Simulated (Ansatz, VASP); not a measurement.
**Ga: VASP beside Ansatz**

```
Ga
1.0
    -2.27064    0.00000    3.87652
     0.00000   -4.61363    0.00000
     2.27064    0.00000    3.87652
Ga
4
Direct
  0.15568 0.91625 0.15568
  0.65568 0.58375 0.65568
  0.84432 0.08375 0.84432
  0.34432 0.41625 0.34432
```

Alike in both runs: functional PBE; k mesh 6 × 6 × 6; no spin polarisation.

Ansatz relaxed the structure, and its values are those at the end. VASP's run is a single point on that final structure, the one shown.

```csv
,VASP,Ansatz
version,VASP 6.6.1,Ansatz 0.2.0
potentials or method,"VASP PAW PBE potentials, release 64 (Ga_d)",PAW plane waves
plane-wave cutoff (eV),520,420
occupations,"fermi-dirac, width 0.1 eV",fermi-dirac
valence electrons in the cell,52,52
```

|  | VASP | Ansatz | Ansatz less VASP |
| --- | --- | --- | --- |
| pressure (GPa) | 0.1 | 0.0 | -0.11 |
